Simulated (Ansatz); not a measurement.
Rows from a G0W0 calculation on P (layers cut from the bulk crystal) (Ansatz 0.2.0; G0W0 on PBE, plane waves, PAW; 6×8×1 mesh, 302 empty bands, screening to 48 eV), in eV. Spin-orbit coupling is left out.

| row | Σx | Σc | Vxc | Z |
| --- | --- | --- | --- | --- |
| A | -7.91 | -3.85 | -12.36 | 0.70 |
| B | -7.72 | -3.07 | -11.29 | 0.70 |
| C | -16.91 | 1.79 | -15.02 | 0.69 |
| D | -15.11 | 1.19 | -13.75 | 0.69 |

Q: Which rows are filled states and which are empty ones, and how can one tell?

Filled: C and D. Empty: A and B. The sign of Σc tells: for a filled state bare exchange, which holds its interaction with itself, lies below Vxc (Σx − Vxc is -1.4 eV or lower here) and screening gives part back as a positive Σc. For an empty state Σx lies above Vxc (+3.6 eV or more) and the Coulomb hole leaves Σc negative.

[Runs of the session that timed out or met a known fault of the program may be left out.]

[Cells called generated may have been cut or substituted from an entry of the Crystallography Open Database or the Materials Project.]

[Hosts, paths, dates, database ids (printed as entryN), source tags and the programs' standing remarks are cut or masked in the printed files.]
